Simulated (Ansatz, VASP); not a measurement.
FeO (Wuestite) in VASP and in Ansatz

The input INCAR:

```
  PREC = Accurate
  ENCUT = 520
  EDIFF = 1E-6
  ISMEAR = -1
  SIGMA = 0.05
  LREAL = F
  LASPH = T
  NELM = 150
  ALGO = Normal
  ISIF = 2
  LWAVE = F
  LCHARG = F
  ISPIN = 2
  MAGMOM = 3 0
  LORBIT = 11
  LMAXMIX = 4
  GGA = PE
  NBANDS = 18
```

The input KPOINTS:

```
Automatic mesh
0
Gamma
  11 11 11
```

The input POSCAR:

```
FeO
1.0
    1.5086271663      0.8710063006      2.5026668604
   -1.5086271663      0.8710063006      2.5026668604
    0.0000000000     -1.7420126011      2.5026668604
Fe O
1 1
Direct
    0.0000000000      0.0000000000      0.0000000000
    0.5000000000      0.5000000000      0.5000000000
```

Contents of input.yaml:

```yaml
crystal:
  lattice:
    - [1.5086271663, 0.8710063006, 2.5026668604]
    - [-1.5086271663, 0.8710063006, 2.5026668604]
    - [0.0, -1.7420126011, 2.5026668604]
  atoms:
    - { symbol: Fe, position: [0.0, 0.0, 0.0], spin: 3.0 }
    - { symbol: O, position: [0.5, 0.5, 0.5] }
hamiltonian:
  xc: pbe
  pseudopotentials: { kind: paw }
magnetization:
  spin_polarized: true
kpoints:
  mp_grid: { grid: [11, 11, 11] }
scf:
  occupations: { method: fermi_dirac, width: 0.05 }
output:
  forces: true
  stress: true
  eigenvalues: true
  write_density: true
  write_potential: true
  elf: true
  volumetric_format: npy
```

Alike in both runs: task single point; functional PBE; k mesh 11 × 11 × 11; occupations fermi-dirac, width 0.05 eV; collinear spin.

|  | VASP | Ansatz |
| --- | --- | --- |
| version | VASP 6.6.1 | Ansatz 0.2.0 |
| potentials or method | VASP PAW PBE potentials, release 64 (Fe, O) | Ansatz PAW |
| plane-wave cutoff (eV) | 520 | 420 |
| valence electrons in the cell | 14 | 22 |

|  | VASP | Ansatz | Ansatz less VASP |
| --- | --- | --- | --- |
| gap on the k mesh at the Fermi level (eV) | none | none | - |
| pressure (GPa) | 2.7 | 2.6 | -0.11 |
| largest component of the traceless stress (GPa) | 0.63 | 0.60 | -0.037 |
| net moment per atom (μB) | 2.00 | 2.00 | 0.000 |
| size of the moment on the site where the two differ most (μB) | 3.62 | 3.44 | -0.174 |

Site moments also hang on the region over which each program counts them. A gap of «none» marks a metal or a gap that the smearing closes. The two sets of potentials don't hold the same shells in valence.

Caveats: a cell with one magnetic atom can't hold antiferromagnetic order, which such compounds often take; semilocal functionals often make such compounds metallic where correlation or magnetic order opens a gap, which also shifts bond lengths; the pressure holds a Pulay correction of +0.7 GPa for the finite cutoff (Ansatz).
